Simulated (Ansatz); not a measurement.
The cell is built from the rocksalt type as a first guess.

NbAs: DFT, PBE, PAW with Ansatz's default frozen-core files, scalar-relativistic (Ansatz 0.2.0).

The relaxation starts from this cell:

```
CELL_PARAMETERS angstrom
0.00000 2.61190 2.61190
2.61190 0.00000 2.61190
2.61190 2.61190 0.00000
ATOMIC_POSITIONS crystal
Nb 0.00000 0.00000 0.00000
As 0.50000 0.50000 0.50000
```

Output:

```
Engine: ansatz 0.2.0
Pseudopotentials: kind: paw
Pseudopotential: Nb, paw, valence charge 13, recommended cutoff 420 eV (normal)
Pseudopotential: As, paw, valence charge 15, recommended cutoff 420 eV (normal)
Functional definition: PBE
  parameter kappa = 0.804
  parameter beta = 0.06672455060314922
  exchange = pbe_x(kappa = kappa, mu = beta*pi^2/3)
  correlation = pbe_c(beta = beta)
Crystal: 2 atoms, lattice volume = 35.637 Å³
Basis set: ecut = 420 eV, 725 PW (Γ), exchange–correlation on 50×50×50 points (8 copies of the dense FFT grid, shifted against one another)
Bands: 18, of which v1, the nominal top of the filled ones, is band 14 counted from 1 (13 counted from 0)
Symmetry: 48 space group operations
Space group: Fm-3m (ITA 225), of the structure as read, at distance tolerance 3.3e-5 Å
k-points: 56 of 1331
Non-local potential: Nb, projectors of the file, l = 0: 3, l = 1: 2, l = 2: 2, l = 3: 1
Non-local potential: As, projectors of the file, l = 0: 2, l = 1: 2, l = 2: 3, l = 3: 1
PAW form: soft (Blöchl's): semilocal exchange-correlation on the pseudo side does not see the compensation charge
PAW one-centre angular grid: Nb, 590 points (default); XC on 64 Gauss nodes
PAW one-centre angular grid: As, 590 points (default); XC on 64 Gauss nodes
Initial density: superposition of atomic densities (neutral atoms: chi_scale 0, normalization atom), corrected by the library's trained network
Initial wavefunctions: pseudopotential atomic-orbital guess
Functional: x = pbe(κ = 0.804, μ = 0.2195149727645171), c = pbe(β = 0.06672455060314922)
SCF iter   1: F=—  HF=-9408.892265 eV  |F-HF|=—  |Δ(HF+E_count)|=         —  Δρ=3.00e-3  dr2=1.60e-3  ethr=1.77e-3  ⟨swp⟩=5.9  Hψ=11082  notcnv=0
automatic band count: the SCF goes on with 22 bands, as 18 were too few: the levels above may hold too much charge
preconditioner: auto → Kerker (q_TF=auto, 2.621 Å⁻¹)  [metal: Δε(μ)=0.015 eV  Ē_g=10.800 eV  σ=0.050 eV  W_gap=0.08  n_scr=14 (ndim 8)  ℏωp=19.7 eV  f_vac=0.000  D(μ)=2.70/eV (n_scr^D=26)]
SCF iter   2: F=—  HF=-9408.891995 eV  |F-HF|=—  |Δ(HF+E_count)|=   2.70e-4  Δρ=1.75e-3  dr2=6.36e-4  ethr=5.71e-6  ⟨swp⟩=1.6  Hψ=1841  notcnv=0  defer=34
SCF iter   3: F=—  HF=-9408.892068 eV  |F-HF|=—  |Δ(HF+E_count)|=   7.33e-5  Δρ=2.48e-4  dr2=1.79e-5  ethr=2.27e-6  ⟨swp⟩=2.0  Hψ=1887  notcnv=0  defer=34
SCF iter   4: F=—  HF=-9408.891999 eV  |F-HF|=—  |Δ(HF+E_count)|=   6.92e-5  Δρ=1.46e-4  dr2=5.58e-6  ethr=6.38e-8  ⟨swp⟩=2.0  Hψ=1896  notcnv=0  defer=34
SCF iter   5: F=—  HF=-9408.891996 eV  |F-HF|=—  |Δ(HF+E_count)|=   2.41e-6  Δρ=5.81e-5  dr2=1.03e-6  ethr=1.99e-8  ⟨swp⟩=2.0  Hψ=1865  notcnv=0  defer=34
SCF iter   6: F=—  HF=-9408.891995 eV  |F-HF|=—  |Δ(HF+E_count)|=   1.65e-6  Δρ=2.59e-5  dr2=1.99e-7  ethr=3.67e-9  ⟨swp⟩=2.0  Hψ=1853  notcnv=0  defer=34
SCF iter   7: F=-9408.891994 eV  HF=-9408.891994 eV  |F-HF|=1.57e-8  |Δ(HF+E_count)|=   1.94e-7  Δρ=6.71e-6  dr2=1.22e-8  ethr=3.57e-10  ⟨swp⟩=7.0  Hψ=6241  notcnv=0
SCF 1 converged in 7 iterations: F = -9408.891994 eV  dr2 = 1.22e-8
  greatest PAW one-centre occupation: 0.999 electrons in one spin orbital (limit 2), on the As atom at site 1 (counted from 0), in its partial waves of l = 2
relax step   1: F+E_penalty+E_count = -9408.89199440 eV  Δ(F+E_penalty+E_count) = +0.000e0 eV  max|allowed force component| = 1.433e-29 eV/Å  Δτ_max = 0.0000 Å  P = +4.503 GPa  Ω = 35.637 Å³  (7 SCF iters, dr2 threshold 1.00e-7 eV, accepted)
Crystal: 2 atoms, lattice volume = 37.519 Å³
Bands: 22, of which v1, the nominal top of the filled ones, is band 14 counted from 1 (13 counted from 0)
Initial density: handed on by an earlier stage of this run
Initial wavefunctions: those handed on with the density
iter 1 solved again at ethr=1.60e-6 eV; its pass at ethr=3.10e-3 eV (dr2=4.47e-4 eV) is discarded
SCF iter   1: F=—  HF=-9408.898176 eV  |F-HF|=—  |Δ(HF+E_count)|=         —  Δρ=1.51e-3  dr2=4.40e-4  ethr=1.60e-6  ⟨swp⟩=1.9  Hψ=7972  notcnv=0
preconditioner: auto → Kerker (q_TF=auto, 2.598 Å⁻¹)  [metal: Δε(μ)=0.010 eV  Ē_g=10.376 eV  σ=0.050 eV  W_gap=0.05  n_scr=14 (ndim 8)  ℏωp=19.2 eV  f_vac=0.000  D(μ)=2.80/eV (n_scr^D=26)]
SCF iter   2: F=—  HF=-9408.898249 eV  |F-HF|=—  |Δ(HF+E_count)|=   7.39e-5  Δρ=9.72e-4  dr2=1.90e-4  ethr=1.57e-6  ⟨swp⟩=1.2  Hψ=1297  notcnv=0
SCF iter   3: F=—  HF=-9408.898305 eV  |F-HF|=—  |Δ(HF+E_count)|=   5.55e-5  Δρ=1.83e-4  dr2=1.31e-5  ethr=6.80e-7  ⟨swp⟩=2.2  Hψ=1668  notcnv=0
SCF iter   4: F=—  HF=-9408.898296 eV  |F-HF|=—  |Δ(HF+E_count)|=   9.28e-6  Δρ=7.34e-5  dr2=1.39e-6  ethr=4.69e-8  ⟨swp⟩=2.0  Hψ=1921  notcnv=0
SCF iter   5: F=-9408.898297 eV  HF=-9408.898297 eV  |F-HF|=3.90e-8  |Δ(HF+E_count)|=   1.02e-6  Δρ=1.49e-5  dr2=5.69e-8  ethr=7.14e-10  ⟨swp⟩=6.0  Hψ=6945  notcnv=0
SCF 2 converged in 5 iterations: F = -9408.898297 eV  dr2 = 5.69e-8
relax step   2: F+E_penalty+E_count = -9408.89829673 eV  Δ(F+E_penalty+E_count) = -6.302e-3 eV  max|allowed force component| = 2.892e-30 eV/Å  Δτ_max = 0.0000 Å  P = -3.028 GPa  Ω = 37.519 Å³  energy of the carried Pulay correction = -3.170e-4 eV  (5 SCF iters, dr2 threshold 2.00e-7 eV, accepted)
Crystal: 2 atoms, lattice volume = 36.739 Å³
iter 1 solved again at ethr=2.35e-7 eV; its pass at ethr=3.10e-3 eV (dr2=6.57e-5 eV) is discarded
SCF iter   1: F=—  HF=-9408.906299 eV  |F-HF|=—  |Δ(HF+E_count)|=         —  Δρ=6.06e-4  dr2=6.74e-5  ethr=2.35e-7  ⟨swp⟩=2.2  Hψ=7536  notcnv=0
preconditioner: auto → Kerker (q_TF=auto, 2.608 Å⁻¹)  [metal: Δε(μ)=0.006 eV  Ē_g=10.552 eV  σ=0.050 eV  W_gap=0.03  n_scr=14 (ndim 8)  ℏωp=19.4 eV  f_vac=0.000  D(μ)=2.76/eV (n_scr^D=26)]
SCF iter   2: F=—  HF=-9408.906310 eV  |F-HF|=—  |Δ(HF+E_count)|=   1.08e-5  Δρ=3.91e-4  dr2=2.95e-5  ethr=2.35e-7  ⟨swp⟩=1.8  Hψ=1454  notcnv=0
SCF iter   3: F=—  HF=-9408.906318 eV  |F-HF|=—  |Δ(HF+E_count)|=   7.57e-6  Δρ=6.85e-5  dr2=1.85e-6  ethr=1.05e-7  ⟨swp⟩=2.4  Hψ=1911  notcnv=0
SCF iter   4: F=-9408.906317 eV  HF=-9408.906317 eV  |F-HF|=1.05e-7  |Δ(HF+E_count)|=   1.16e-6  Δρ=2.47e-5  dr2=1.52e-7  ethr=7.14e-10  ⟨swp⟩=6.3  Hψ=7280  notcnv=0
SCF 3 converged in 4 iterations: F = -9408.906317 eV  dr2 = 1.52e-7
relax step   3: F+E_penalty+E_count = -9408.90631665 eV  Δ(F+E_penalty+E_count) = -8.020e-3 eV  max|allowed force component| = 5.916e-31 eV/Å  Δτ_max = 0.0000 Å  P = -0.158 GPa  Ω = 36.739 Å³  energy of the carried Pulay correction = -1.876e-4 eV  (4 SCF iters, dr2 threshold 2.00e-7 eV, accepted)
Crystal: 2 atoms, lattice volume = 36.699 Å³
iter 1 solved again at ethr=2.04e-9 eV; its pass at ethr=3.10e-3 eV (dr2=5.72e-7 eV) is discarded
SCF iter   1: F=—  HF=-9408.906343 eV  |F-HF|=—  |Δ(HF+E_count)|=         —  Δρ=5.07e-5  dr2=5.54e-7  ethr=2.04e-9  ⟨swp⟩=2.0  Hψ=6162  notcnv=0
preconditioner: auto → Kerker (q_TF=auto, 2.608 Å⁻¹)  [metal: Δε(μ)=0.006 eV  Ē_g=10.560 eV  σ=0.050 eV  W_gap=0.03  n_scr=14 (ndim 8)  ℏωp=19.4 eV  f_vac=0.000  D(μ)=2.76/eV (n_scr^D=26)]
SCF iter   2: F=—  HF=-9408.906343 eV  |F-HF|=—  |Δ(HF+E_count)|=   2.73e-8  Δρ=3.34e-5  dr2=2.43e-7  ethr=1.98e-9  ⟨swp⟩=1.0  Hψ=1232  notcnv=0
SCF iter   3: F=-9408.906343 eV  HF=-9408.906343 eV  |F-HF|=1.17e-8  |Δ(HF+E_count)|=   1.04e-7  Δρ=2.99e-6  dr2=3.82e-9  ethr=2.22e-10  ⟨swp⟩=5.0  Hψ=6717  notcnv=0
SCF 4 converged in 3 iterations: F = -9408.906343 eV  dr2 = 3.82e-9
relax step   4: F+E_penalty+E_count = -9408.90634327 eV  Δ(F+E_penalty+E_count) = -2.663e-5 eV  max|allowed force component| = 5.259e-31 eV/Å  Δτ_max = 0.0000 Å  P = -0.003 GPa  Ω = 36.699 Å³  energy of the carried Pulay correction = -1.809e-4 eV  (3 SCF iters, dr2 threshold 6.20e-8 eV, accepted)
Initial wavefunctions: pseudopotential atomic-orbital guess (no wavefunctions were taken with the density)
iter 1 solved again at ethr=4.52e-8 eV; its pass at ethr=3.10e-3 eV (dr2=1.26e-5 eV) is discarded
SCF iter   1: F=—  HF=-9408.906530 eV  |F-HF|=—  |Δ(HF+E_count)|=         —  Δρ=5.19e-5  dr2=9.88e-8  ethr=4.52e-8  ⟨swp⟩=2.9  Hψ=8977  notcnv=0
SCF iter   2: F=—  HF=-9408.906531 eV  |F-HF|=—  |Δ(HF+E_count)|=   1.05e-6  Δρ=2.78e-5  dr2=3.72e-8  ethr=3.53e-10  ⟨swp⟩=2.2  Hψ=1987  notcnv=0
SCF iter   3: F=—  HF=-9408.906531 eV  |F-HF|=—  |Δ(HF+E_count)|=   4.66e-7  Δρ=6.29e-6  dr2=2.94e-9  ethr=1.33e-10  ⟨swp⟩=2.8  Hψ=2054  notcnv=0
SCF iter   4: F=—  HF=-9408.906531 eV  |F-HF|=—  |Δ(HF+E_count)|=   1.54e-8  Δρ=1.15e-6  dr2=2.94e-10  ethr=1.05e-11  ⟨swp⟩=2.0  Hψ=1854  notcnv=0
SCF iter   5: F=—  HF=-9408.906531 eV  |F-HF|=—  |Δ(HF+E_count)|=  1.13e-10  Δρ=3.07e-7  dr2=2.77e-11  ethr=1.05e-12  ⟨swp⟩=2.5  Hψ=1744  notcnv=0
SCF iter   6: F=-9408.906531 eV  HF=-9408.906531 eV  |F-HF|=0.00e0  |Δ(HF+E_count)|=  2.18e-11  Δρ=5.01e-8  dr2=1.00e-12  ethr=1.00e-12  ⟨swp⟩=5.0  Hψ=4157  notcnv=0
SCF 5 converged in 6 iterations: F = -9408.906531 eV  dr2 = 1.00e-12
relax step   5: F+E_penalty+E_count = -9408.90653109 eV  Δ(F+E_penalty+E_count) = -1.878e-4 eV  max|allowed force component| = 1.319e-30 eV/Å  Δτ_max = 0.0000 Å  P = -0.002 GPa  Ω = 36.699 Å³  stress off target by 2.05e-3 GPa  SCF on the basis re-selected at this cell (its energy is not comparable with the rows above)  (6 SCF iters)
basis re-selected at this cell: Δ(F+E_penalty+E_count) = -1.878e-4 eV, ΔP = +0.001 GPa vs the last step (what re-selecting the basis moved, of the pressure what is left beyond the Pulay correction that the steps carried, after the strain that the cell walked since its last selection, with what the two solves' SCF thresholds leave and, on support functions, any second-order correction that the steps lacked; it is no measure of the basis error at this ecutwfc). This SCF's stress stands 2.05e-3 GPa from its target on what of the cell is left free (relax.cell.stress_tol is 5.00e-2 GPa) and its largest allowed force component is 1.32e-30 eV/Å (relax.f_tol is 5.00e-3 eV/Å): within both
SCF converged after 6 iterations
Free energy (F): -9408.906531 eV
Harris-Foulkes:  -9408.906531 eV  (|F-HF|=0.00e0)
Internal energy: -9408.885354 eV  (E = F + TS)
E sigma→0 (E₀):  -9408.895943 eV
Entropy (-TS):   -0.021177 eV (-10.588 meV/atom)
Fermi energy:    16.053011 eV
--- Per-component energies (eV) ---
  E_band       = -266.201904
  E_kinetic    = 498.086539
  E_local      = -2249.521858  (includes V_loc(G=0)·N_el)
  E_nonlocal   = -549.317021
  E_hartree    = 1101.909029
  E_xc         = -254.895110
  E_vxc        = -292.579505  (∫ρ·V_xc dr)
  E_paw        = -4909.593283  (= ΣΔE_a)
  E_vpaw       = 123.311885  (= ΣTr[D̂ρ^β])
  E_aug_tail   = 0.000015  (compensation charges beyond the density's cutoff)
  E_ewald      = -3045.553666
  E_smearing   = -0.021177  (= −TS)
  E_closure    = 0.000000  (closes the sum)
  Σ components = -9408.906531   (vs F -9408.906531, Δ=0.00e0)
--- Forces (eV/Å), atoms counted from 1 ---
  atom   1  Nb    -0.00000000    -0.00000000    -0.00000000
  atom   2  As     0.00000000    -0.00000000     0.00000000
  max |Σ_I F_I| component: 2.62e-30 eV/Å
--- Stress (GPa, compression-positive) ---
       -0.002054       0.000000      -0.000000
       -0.000000      -0.002054       0.000000
       -0.000000       0.000000      -0.002054
  P = ⅓ Tr σ = -0.0021 GPa (-0.021 kbar)
--- Band table (eV; the first three rows and the last of 56) ---
  k-point 0: bands = ["-39.7750", "-20.0497", "-20.0497", "-20.0226", "-20.0226", "-20.0226", "-15.8169", "-15.8169", "-15.8169", "2.5426", "14.5160", "14.5160", "14.5160", "15.1017", "15.1017", "15.8301", "15.8301", "15.8301", "20.7343", "23.5576", "29.0572", "29.0572"]
  k-point 1: bands = ["-39.7740", "-20.0507", "-20.0507", "-20.0226", "-20.0224", "-20.0224", "-15.8306", "-15.8165", "-15.8165", "2.6680", "13.8921", "14.1163", "14.1163", "14.7555", "14.7555", "15.8821", "16.8663", "16.8663", "21.3630", "23.7977", "28.1172", "28.5318"]
  k-point 2: bands = ["-39.7713", "-20.0534", "-20.0534", "-20.0226", "-20.0218", "-20.0218", "-15.8671", "-15.8154", "-15.8154", "3.0287", "12.5930", "13.1871", "13.1871", "15.0611", "15.0611", "16.0004", "18.3284", "18.3284", "22.4429", "24.2367", "27.1765", "27.1765"]
  k-point 55: bands = ["-39.7591", "-20.0570", "-20.0474", "-20.0217", "-20.0208", "-20.0178", "-15.9218", "-15.9145", "-15.8600", "4.4401", "11.1497", "11.3574", "11.8532", "16.1149", "16.6027", "17.3422", "17.6494", "18.3145", "24.1783", "25.2359", "25.3920", "26.4454"]
--- Relaxed structure (4 steps of the walk, 4 accepted, 1 SCFs on fresh bases) ---
  F+E_penalty+E_count = -9408.90653109 eV   max|allowed force component| = 1.319e-30 eV/Å   (the final SCF, on the basis selected at the relaxed cell)
  cell:  # Å, volume = 36.6993 Å³
    - [1.3630120191735535e-33, 2.6376010550606335, 2.6376010550606335]
    - [2.6376010550606335, 1.6559959069512352e-34, 2.6376010550606335]
    - [2.6376010550606335, 2.6376010550606335, -2.292917414803016e-34]
  atoms:
    - { symbol: Nb, position: [-6.88209941571729e-34, 1.1306306182964166e-33, 6.390520886023194e-34] }
    - { symbol: As, position: [0.5, 0.5, 0.5] }
```
